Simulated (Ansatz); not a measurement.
`CC(C)[O][Mg][Cl]` → `[MgH][Cl]` + `CC(C)=O`  (β-hydride elimination)

Gas-phase electronic energies from Ansatz, PBE0-D4/def2-TZVP geometries. CCSD(T)/CBS is the MP2 limit (def2-TZVPP, def2-QZVPP) plus CCSD(T) − MP2 in def2-TZVPP, frozen cores. DFT in def2-TZVPP. For Mg outer-core shells are correlated without core-valence functions, which leaves a few kJ/mol of doubt a bond. Each species was taken in one conformer, which may not be the lowest.

```csv
level,ΔE (eV)
r2SCAN0-D4,1.96
revPBE,1.44
```

(1) What does CCSD(T)/CBS give? (An estimate is asked.)

Largest T1 diagnostic among the species: 0.013.

Answers

(1) The calculation gave: +2.00 eV. The listed levels differ from it by -0.04, -0.56 eV.

From PBE to PBE0 (25 % exact exchange), in def2-TZVPP and without D4, ΔE moves by +0.15 eV. Leaving LDA and LC-ωPBE aside and taking each functional with its dispersion term where it has one, the values, not all of them listed here, spread over 0.39 eV, from B97M-V to PBE-QIDH. LDA lies +0.42 eV from PBE without D4. At CCSD(T), def2-SVP lies −0.06 eV from the extrapolated value and def2-TZVPP −0.14 eV.

CCSD(T)/CBS has its own doubt, a few kJ/mol and more with outer-core shells, so smaller differences from it don't rank the levels.
